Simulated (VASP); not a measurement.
These are PBE GGA, VASP's PBE PAW potentials (set 64) (plane waves; VASP 6.6.1) values and carry that method's errors.

VASP ran on this input.

File POSCAR:
```
CaF2
1
    0.0000000000     2.7846000000     2.7846000000
    2.7846000000     0.0000000000     2.7846000000
    2.7846000000     2.7846000000     0.0000000000
Ca F
1 2
Direct
  0.0000000000   0.0000000000   0.0000000000
  0.2500000000   0.2500000000   0.2500000000
  0.7500000000   0.7500000000   0.7500000000
```

**KPOINTS**
```
Automatic mesh
0
Gamma
6 6 6
0 0 0
```

INCAR:
```
ISMEAR = 0   ! Gaussian
LASPH = .TRUE.   ! aspherical one-centre terms
LREAL = Auto   ! projection in real space or not
GGA = PE   ! PBE
ALGO = Normal   ! blocked Davidson
NELM = 100
ENCUT = 520   ! plane-wave cut-off (eV)
EDIFF = 1E-6
ISIF = 2
SYSTEM = CaF2
LWAVE = .FALSE.
SIGMA = 0.05   ! width (eV)
LCHARG = .FALSE.
PREC = Accurate
```

POTCAR, in this order: Ca_sv F (PBE.64 set). Program: vasp_std.

The resulting files:

**OSZICAR**
```
       N       E                     dE             d eps       ncg     rms          rms(c)
DAV:   1     0.217623389991E+03    0.21762E+03   -0.13762E+04   520   0.149E+03
DAV:   2    -0.935089555429E+01   -0.22697E+03   -0.22198E+03   664   0.383E+02
DAV:   3    -0.183177924608E+02   -0.89669E+01   -0.89622E+01   544   0.864E+01
DAV:   4    -0.186553739677E+02   -0.33758E+00   -0.33750E+00   928   0.131E+01
DAV:   5    -0.186574503161E+02   -0.20763E-02   -0.20763E-02   536   0.108E+00    0.806E+00
DAV:   6    -0.173060964303E+02    0.13514E+01   -0.75518E+00   536   0.190E+01    0.318E+00
DAV:   7    -0.173116922364E+02   -0.55958E-02   -0.19947E-01   664   0.397E+00    0.169E+00
DAV:   8    -0.173306551172E+02   -0.18963E-01   -0.34714E-02   664   0.230E+00    0.199E-01
DAV:   9    -0.173353511963E+02   -0.46961E-02   -0.87888E-03   664   0.728E-01    0.141E-01
DAV:  10    -0.173362837059E+02   -0.93251E-03   -0.15254E-03   592   0.303E-01    0.284E-02
DAV:  11    -0.173362956127E+02   -0.11907E-04   -0.96093E-05   728   0.821E-02    0.157E-02
DAV:  12    -0.173363033672E+02   -0.77545E-05   -0.21311E-05   632   0.442E-02    0.352E-03
DAV:  13    -0.173363037591E+02   -0.39184E-06   -0.52067E-06   704   0.180E-02
   1 F= -.17336304E+02 E0= -.17336304E+02  d E =-.121717E-11
```

OUTCAR:
```
------------------------ aborting loop because EDIFF is reached ----------------------------------------
  FORCE on cell =-STRESS in cart. coord.  units (eV):
  Direction    XX          YY          ZZ          XY          YZ          ZX
  --------------------------------------------------------------------------------------
  Total       -0.5734627     -0.5734627     -0.5734627     -0.0000000     -0.0000000      0.0000000
  in kB      -21.2763580    -21.2763580    -21.2763580     -0.0000000     -0.0000000      0.0000000
  external PRESSURE =     -21.2763580 kB  Pullay stress =       0.0000000 kB
  volume of cell :       43.18
      direct lattice vectors                 reciprocal lattice vectors
     0.000000000  2.784600000  2.784600000    -0.179559003  0.179559003  0.179559003
     2.784600000  0.000000000  2.784600000     0.179559003 -0.179559003  0.179559003
     2.784600000  2.784600000  0.000000000     0.179559003  0.179559003 -0.179559003
 POSITION                                       TOTAL-FORCE (eV/Angst)
 -----------------------------------------------------------------------------------
      0.00000      0.00000      0.00000         0.000000     -0.000000      0.000000
      1.39230      1.39230      1.39230         0.000000      0.000000      0.000000
      4.17690      4.17690      4.17690        -0.000000     -0.000000     -0.000000
 -----------------------------------------------------------------------------------
    total drift:                                0.000000     -0.000000      0.000000
  FREE ENERGIE OF THE ION-ELECTRON SYSTEM (eV)
  ---------------------------------------------------
  free  energy   TOTEN  =       -17.3363037591 eV

  energy  without entropy=      -17.3363037591  energy(sigma->0) =      -17.33630376
```
(Selected blocks of OUTCAR.)

The compound is CaF2 in the fluorite structure. The cell was not relaxed at this level. The run is one of a series of settings (LREAL = Auto against the base run), some of them coarse on purpose.
